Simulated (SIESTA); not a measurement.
The system is ZnS (Wurtzite-2H).

```
Zn S
1.0
     3.81100    0.00000    0.00000
    -1.90550    3.30042    0.00000
     0.00000    0.00000    6.23400
Zn S
2 2
Direct
  0.66667 0.33333 0.50000
  0.33333 0.66667 0.00000
  0.66667 0.33333 0.88500
  0.33333 0.66667 0.38500
```

Base run:

```yaml
Program: SIESTA 5.4.2
Functional: AM05
Potentials_or_basis: PseudoDojo 0.4 standard (PBEsol files)
Basis: DZP (energy shift 0.003 Ry; two zetas on semicore shells)
Grid_cutoff: 800 Ry
Energy_shift: 0.003 Ry
k_mesh: 8 × 8 × 5
Occupations: fermi-dirac, width 0.05 eV
Spin: no spin polarisation
```

Its results: band gap on the k mesh 2.56 eV, direct; pressure -0.2 GPa; largest force 0.337 eV/Å.

The run is repeated on the same cell with these changes: functional from AM05 to PBEsol. What comes out?

Band gap on the k mesh 2.48 eV, direct; pressure -0.6 GPa; largest force 0.346 eV/Å.

Caveats: short orbitals over semicore shells can move pressures by several GPa; the valence orbitals were made in a potential fitted to the semicore shell under them, which widens gaps by tenths of an eV or more; the basis of atomic orbitals isn't converged, which shifts pressures, moduli and gaps; the potentials were made for another functional, which shifts forces and pressure (some runs).

Not every run made on this cell is shown here.
